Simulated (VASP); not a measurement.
# ZnCu (F-43m) in VASP: notebook

One crystal, ZnCu, is run at these levels: PBE, PBEsol, AM05; tasks: relaxation of cell and atoms, electron localisation function.

Everything below comes from runs of VASP 6.6.1. Logs are shortened: lines on timing, memory, paths and dates and some standing lists are left out, and cuts for length are marked.

**1. The structure**

It takes space group F-43m (No. 216, cubic). Conventional cell: a = 5.551 Å, b = 5.551 Å, c = 5.551 Å, α = 90.00°, β = 90.00°, γ = 90.00°. Around Zn (site symmetry -43m) lie 4 Cu at 2.40 Å. Cu (site symmetry -43m) has 4 Zn at 2.40 Å as nearest neighbours.

The cell was built by a generator and needn't be a form met in nature.

**2. Relaxation of cell and atoms, PBE**

File INCAR:

```
PREC = Accurate ; ENCUT = 600
EDIFF = 1E-6 ; ISMEAR = 1
SIGMA = 0.1 ; LREAL = False
LASPH = True ; NELM = 80
ALGO = Normal ; ISIF = 3
LWAVE = False ; LCHARG = False
GGA = PE ; IBRION = 2
NSW = 40 ; EDIFFG = -0.01
```

File KPOINTS:

```
Automatic mesh
0
Gamma
  8 8 8
```

File POSCAR:

```
ZnCu
1.0
    0.0000000000      2.7755400000      2.7755400000
    2.7755400000      0.0000000000      2.7755400000
    2.7755400000      2.7755400000      0.0000000000
Zn Cu
1 1
Direct
    0.0000000000      0.0000000000      0.0000000000
    0.2500000000      0.2500000000      0.2500000000
```

Potentials or basis: VASP PAW PBE potentials, release 64 (Zn, Cu).

Started as:

```sh
> cat potpaw_PBE.64/Zn/POTCAR potpaw_PBE.64/Cu/POTCAR > POTCAR
> mpirun -np 1 vasp_std > vasp.out
```

OUTCAR:

```text
PREC = Accurate
   ENCUT = 600
   EDIFF = 1E-6
   ISMEAR = 1
   LREAL = False
   LASPH = True
   NELM = 80
   ISIF = 3
   GGA = PE
   IBRION = 2
   NSW = 40
   EDIFFG = -0.01

 ion  position               nearest neighbor table
   1  0.000  0.000  0.000-   2 2.40   2 2.40   2 2.40   2 2.40
   2  0.250  0.250  0.250-   1 2.40   1 2.40   1 2.40   1 2.40

  LATTYP: Found a face centered cubic cell.
 ALAT       =     5.5510800000

  Lattice vectors:

 A1 = (   0.0000000000,   2.7755400000,   2.7755400000)
 A2 = (   2.7755400000,   0.0000000000,   2.7755400000)
 A3 = (   2.7755400000,   2.7755400000,   0.0000000000)

Analysis of symmetry for initial positions (statically):
=====================================================================
 Subroutine PRICEL returns:
 Original cell was already a primitive cell.

 Routine SETGRP: Setting up the symmetry group for a
 face centered cubic supercell.

 Subroutine GETGRP returns: Found 24 space group operations
 (whereof 24 operations were pure point group operations)
 out of a pool of 48 trial point group operations.

The static configuration has the point symmetry T_d .

Analysis of symmetry for dynamics (positions and initial velocities):
=====================================================================
 Subroutine PRICEL returns:
 Original cell was already a primitive cell.

 Routine SETGRP: Setting up the symmetry group for a
 face centered cubic supercell.

 Subroutine GETGRP returns: Found 24 space group operations
 (whereof 24 operations were pure point group operations)
 out of a pool of 48 trial point group operations.

The dynamic configuration has the point symmetry T_d .

 Subroutine INISYM returns: Found 24 space group operations
 (whereof 24 operations are pure point group operations),
 and found     1 'primitive' translations

----------------------------------------------------------------------------------------

                                     Primitive cell

  volume of cell :      42.7634

  direct lattice vectors                    reciprocal lattice vectors
     0.000000000  2.775540000  2.775540000    -0.180145125  0.180145125  0.180145125
[... 152 lines left out ...]
      direct lattice vectors                 reciprocal lattice vectors
     0.000000000  2.775540000  2.775540000    -0.180145125  0.180145125  0.180145125
     2.775540000  0.000000000  2.775540000     0.180145125 -0.180145125  0.180145125
     2.775540000  2.775540000  0.000000000     0.180145125  0.180145125 -0.180145125

 POSITION                                       TOTAL-FORCE (eV/Angst)
 -----------------------------------------------------------------------------------
      0.00000      0.00000      0.00000        -0.000000     -0.000000     -0.000000
      1.38777      1.38777      1.38777         0.000000      0.000000      0.000000
 -----------------------------------------------------------------------------------
    total drift:                                0.000001      0.000001      0.000001

  FREE ENERGIE OF THE ION-ELECTRON SYSTEM (eV)
  ---------------------------------------------------
  free  energy   TOTEN  =        -3.5545252396 eV

  energy  without entropy=       -3.5543408316  energy(sigma->0) =       -3.55446377

--------------------------------------- Ionic step        2  -------------------------------------------

 number of electron      22.9999982 magnetization

 Free energy of the ion-electron system (eV)
  ---------------------------------------------------
  ext. energy  EPLUGINS =         0.00000000
  ---------------------------------------------------
  free energy    TOTEN  =        -3.55499022 eV

  energy without entropy =       -3.55480433  energy(sigma->0) =       -3.55492825

 E-fermi :   1.2374     XC(G=0):  -9.4209

 val. band max:        1.2069900841   @ k =  -0.2500   0.3750   0.1250
 cond. band min:       1.5391019530   @ k =   0.5000   0.2500   0.1250
 fundamental gap:      0.3321118690
 Fermi energy:         1.2374107143

 k-point     1 :       0.0000    0.0000    0.0000
  band No.  band energies     occupation
      1      -5.5705      2.00000
      2      -5.4889      2.00000
      3      -5.4889      2.00000
      4      -5.4889      2.00000
      5      -5.3923      2.00000
      6      -5.3923      2.00000
      7      -1.2805      2.00000
      8      -1.2805      2.00000
      9      -1.2805      2.00000
     10      -0.9124      2.00000
     11      -0.9124      2.00000
     12       8.7600      0.00000
     13       8.7600      0.00000
     14       8.7600      0.00000
[... 401 lines left out ...]
      2      -5.4873      2.00000
      3      -5.4450      2.00000
      4      -5.3935      2.00000
      5      -5.3490      2.00000
      6      -2.7379      2.00000
      7      -1.2791      2.00000
      8      -1.1805      2.00000
      9      -0.9980      2.00000
     10      -0.9081      2.00000
     11      -0.3467      2.00000
     12       0.0116      2.00000
     13       3.7036      0.00000
     14       4.9008      0.00000
     15       9.8264      0.00000

 [... further k-points ...]

------------------------ aborting loop because EDIFF is reached ----------------------------------------

  FORCE on cell =-STRESS in cart. coord.  units (eV):
  Direction    XX          YY          ZZ          XY          YZ          ZX
  --------------------------------------------------------------------------------------
  -------------------------------------------------------------------------------------
  Total        0.0165667      0.0165667      0.0165667     -0.0000000      0.0000000      0.0000000
  in kB        0.6156883      0.6156883      0.6156883     -0.0000000      0.0000000      0.0000000
  external PRESSURE =       0.6156883 kB  Pullay stress =       0.0000000 kB

 VOLUME and BASIS-vectors are now :
 -----------------------------------------------------------------------------
  energy-cutoff  :      600.00
  volume of cell :       43.11
      direct lattice vectors                 reciprocal lattice vectors
     0.000000000  2.783036763  2.783036763    -0.179659862  0.179659862  0.179659862
     2.783036763  0.000000000  2.783036763     0.179659862 -0.179659862  0.179659862
     2.783036763  2.783036763  0.000000000     0.179659862  0.179659862 -0.179659862

 POSITION                                       TOTAL-FORCE (eV/Angst)
 -----------------------------------------------------------------------------------
      5.56607      5.56607      5.56607         0.000000      0.000000     -0.000000
      1.39152      1.39152      1.39152        -0.000000     -0.000000      0.000000
 -----------------------------------------------------------------------------------
    total drift:                                0.000001      0.000001      0.000001

  FREE ENERGIE OF THE ION-ELECTRON SYSTEM (eV)
  ---------------------------------------------------
  free  energy   TOTEN  =        -3.5549902171 eV

  energy  without entropy=       -3.5548043288  energy(sigma->0) =       -3.55492825

 reached required accuracy - stopping structural energy minimisation
```

CONTCAR:

```text
ZnCu
   1.00000000000000
     0.0000000000000000    2.7830367626072903    2.7830367626072903
     2.7830367626072903    0.0000000000000000    2.7830367626072903
     2.7830367626072903    2.7830367626072903    0.0000000000000000
  Zn              Cu
     1     1
Direct
     1.0000000000000000    1.0000000000000000    1.0000000000000000
     0.2500000000000000    0.2500000000000000    0.2500000000000000

  0.00000000E+00  0.00000000E+00  0.00000000E+00
  0.00000000E+00  0.00000000E+00  0.00000000E+00
```

Run time: 28 s. Hardware: 1 thread of Intel Xeon 6975P-C (Granite Rapids), shared host; peak memory 0.18 GiB.

What came out:

```yaml
Free_energy: -3.5550 eV
Relaxed_volume: 21.56 Å³/atom
Relaxed_cell: a = 3.936 Å, b = 3.936 Å, c = 3.936 Å, α = 60.00°, β = 60.00°, γ = 60.00°
Space_group_after_relaxing_to_0.05_Å: F-43m (No. 216)
Energy_gained_by_relaxing: 0.2 meV/atom
Ionic_steps: 2
Pressure_after_relaxing: 0.1 GPa
Band_gap_on_the_k_mesh: none (metal or under the smearing width)
```

The path:
```tsv
step	energy change (eV)	largest force (eV/Å)	pressure (GPa)	volume (Å³)
1	0.0000	0.0000	0.42	42.76
2	-0.0005	0.0000	0.06	43.11
```

Final structure:
```
CELL_PARAMETERS angstrom
0.00000 2.78304 2.78304
2.78304 0.00000 2.78304
2.78304 2.78304 0.00000
ATOMIC_POSITIONS crystal
Zn 0.00000 0.00000 0.00000
Cu 0.25000 0.25000 0.25000
```

Levels at points of the mesh, in eV from the Fermi level:
```csv
k point,band 8,band 9,band 10,band 11,band 12,band 13,band 14,band 15
"(0.00, 0.00, 0.00)",-2.52,-2.52,-2.15,-2.15,7.52,7.52,7.52,8.79
"(0.50, 0.00, 0.00)",-2.43,-2.13,-2.13,-2.07,-1.64,5.31,5.31,8.44
"(0.50, 0.50, 0.00)",-2.17,-2.15,-2.15,-1.34,-0.91,2.58,2.58,6.17
```

**3. Relaxation of cell and atoms, PBEsol**

File INCAR:

```
  PREC = Accurate
  ENCUT = 600
  EDIFF = 1E-6
  ISMEAR = 1
  SIGMA = 0.1
  LREAL = False
  LASPH = True
  NELM = 60
  ALGO = Normal
  ISIF = 3
  LWAVE = False
  LCHARG = False
  GGA = PS
  IBRION = 2
  NSW = 60
  EDIFFG = -0.02
```

KPOINTS is that of step 2.

POSCAR is that of step 2.

Potentials or basis: VASP PAW PBE potentials, release 64 (Zn, Cu).

Started as:

```sh
> cat potpaw_PBE.64/Zn/POTCAR potpaw_PBE.64/Cu/POTCAR > POTCAR
> mpirun -np 1 vasp_std > vasp.out
```

OUTCAR:

```text
PREC = Accurate
   ENCUT = 600
   EDIFF = 1E-6
   ISMEAR = 1
   LREAL = False
   LASPH = True
   NELM = 60
   ISIF = 3
   GGA = PS
   IBRION = 2
   NSW = 60
   EDIFFG = -0.02

 ion  position               nearest neighbor table
   1  0.000  0.000  0.000-   2 2.40   2 2.40   2 2.40   2 2.40
   2  0.250  0.250  0.250-   1 2.40   1 2.40   1 2.40   1 2.40

  LATTYP: Found a face centered cubic cell.
 ALAT       =     5.5510800000

  Lattice vectors:

 A1 = (   0.0000000000,   2.7755400000,   2.7755400000)
 A2 = (   2.7755400000,   0.0000000000,   2.7755400000)
 A3 = (   2.7755400000,   2.7755400000,   0.0000000000)

Analysis of symmetry for initial positions (statically):
=====================================================================
 Subroutine PRICEL returns:
 Original cell was already a primitive cell.

 Routine SETGRP: Setting up the symmetry group for a
 face centered cubic supercell.

 Subroutine GETGRP returns: Found 24 space group operations
 (whereof 24 operations were pure point group operations)
 out of a pool of 48 trial point group operations.

The static configuration has the point symmetry T_d .

Analysis of symmetry for dynamics (positions and initial velocities):
=====================================================================
 Subroutine PRICEL returns:
[... 232 lines left out ...]

 Free energy of the ion-electron system (eV)
  ---------------------------------------------------
  ext. energy  EPLUGINS =         0.00000000
  ---------------------------------------------------
  free energy    TOTEN  =        -4.31815593 eV

  energy without entropy =       -4.31791406  energy(sigma->0) =       -4.31807531

 E-fermi :   1.5146     XC(G=0):  -9.9452

 val. band max:        1.4831869077   @ k =  -0.2500   0.3750   0.1250
 cond. band min:       1.7831372734   @ k =   0.5000   0.2500   0.1250
 fundamental gap:      0.2999503657
 Fermi energy:         1.5146375113

 k-point     1 :       0.0000    0.0000    0.0000
  band No.  band energies     occupation
      1      -5.7151      2.00000
      2      -5.3229      2.00000
      3      -5.3229      2.00000
      4      -5.3229      2.00000
      5      -5.2126      2.00000
      6      -5.2126      2.00000
      7      -1.2034      2.00000
      8      -1.2034      2.00000
      9      -1.2034      2.00000
     10      -0.7804      2.00000
     11      -0.7804      2.00000
     12       9.4095      0.00000
     13       9.4095      0.00000
     14       9.4095      0.00000
[... 401 lines left out ...]
      2      -5.3261      2.00000
      3      -5.2771      2.00000
      4      -5.2122      2.00000
      5      -5.1569      2.00000
      6      -2.6880      2.00000
      7      -1.2189      2.00000
      8      -1.0951      2.00000
      9      -0.8878      2.00000
     10      -0.7789      2.00000
     11      -0.1478      2.00000
     12       0.1170      2.00000
     13       4.0549      0.00000
     14       5.2340      0.00000
     15      10.3201      0.00000

 [... further k-points ...]

------------------------ aborting loop because EDIFF is reached ----------------------------------------

  FORCE on cell =-STRESS in cart. coord.  units (eV):
  Direction    XX          YY          ZZ          XY          YZ          ZX
  --------------------------------------------------------------------------------------
  -------------------------------------------------------------------------------------
  Total        0.0127290      0.0127290      0.0127290     -0.0000000      0.0000000      0.0000000
  in kB        0.5078679      0.5078679      0.5078679     -0.0000000      0.0000000      0.0000000
  external PRESSURE =       0.5078679 kB  Pullay stress =       0.0000000 kB
[... 17 lines left out ...]
  FREE ENERGIE OF THE ION-ELECTRON SYSTEM (eV)
  ---------------------------------------------------
  free  energy   TOTEN  =        -4.3181559282 eV

  energy  without entropy=       -4.3179140601  energy(sigma->0) =       -4.31807531

 reached required accuracy - stopping structural energy minimisation
```

Run time: 44 s. Hardware: 1 thread of Intel Xeon 6975P-C (Granite Rapids), shared host; peak memory 0.18 GiB.

Results:

```yaml
Free_energy: -4.3182 eV
Relaxed_volume: 20.08 Å³/atom
Relaxed_cell: a = 3.844 Å, b = 3.844 Å, c = 3.844 Å, α = 60.00°, β = 60.00°, γ = 60.00°
Space_group_after_relaxing_to_0.05_Å: F-43m (No. 216)
Energy_gained_by_relaxing: 12.1 meV/atom
Ionic_steps: 3
Pressure_after_relaxing: 0.1 GPa
Band_gap_on_the_k_mesh: none (metal or under the smearing width)
```

Step by step:
| step | energy change (eV) | largest force (eV/Å) | pressure (GPa) | volume (Å³) |
| --- | --- | --- | --- | --- |
| 1 | 0.0000 | 0.0000 | -2.79 | 42.76 |
| 2 | -0.0237 | 0.0000 | -0.43 | 40.50 |
| 3 | -0.0241 | 0.0000 | 0.05 | 40.16 |

Final structure:
```
Zn Cu
1.0
     0.00000    2.71795    2.71795
     2.71795    0.00000    2.71795
     2.71795    2.71795    0.00000
Zn Cu
1 1
Direct
  0.00000 0.00000 0.00000
  0.25000 0.25000 0.25000
```

Caveat: the PAW data sets were made with another functional, which shifts forces and pressure a little.

(Continued in part 2 of 2.)
